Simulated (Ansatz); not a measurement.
Runs of Ansatz 0.2.0 on AlN. Symmetry: P6_3mc, No. 186, hexagonal system. Conventional cell: a = 3.113 Å, b = 3.113 Å, c = 4.981 Å, α = 90.00°, β = 90.00°, γ = 120.00°. Al (site symmetry 3m) is surrounded by 4 N at 1.89 Å. Around N (site symmetry 3m) lie 4 Al at 1.89 Å. 

```csv
level,gap on the mesh (eV),pressure (GPa),relaxed volume (Å³/atom)
RPBE,(a),0.0,10.84
LDA,4.42,0.0,10.21
revPBE,(b),0.0,10.79
BLYP,4.21,0.0,10.80
PBEsol,4.09,0.0,(c)
```

Alike in all rows: task relaxation of cell and atoms; potentials or basis Ansatz PAW; no spin polarisation; cell relaxed; k mesh 7 × 7 × 5; cutoff (eV) 420; smearing fermi-dirac 0.05 eV.

Question: Fill in the values left out.

Answer: (a) 3.91; (b) 3.94; (c) 10.46.

Caveats: odd divisions of the mesh miss points on the zone boundary, where band edges often lie, so the gap on the mesh can be too wide; the plane-wave basis is chosen anew once the cell has moved, so the energies of steps on either side of that aren't comparable; the PAW data sets come from PBE, with cores solved anew for the run's functional, which leaves a small shift of forces and pressure.

Runs at the PBE level aren't shown here.
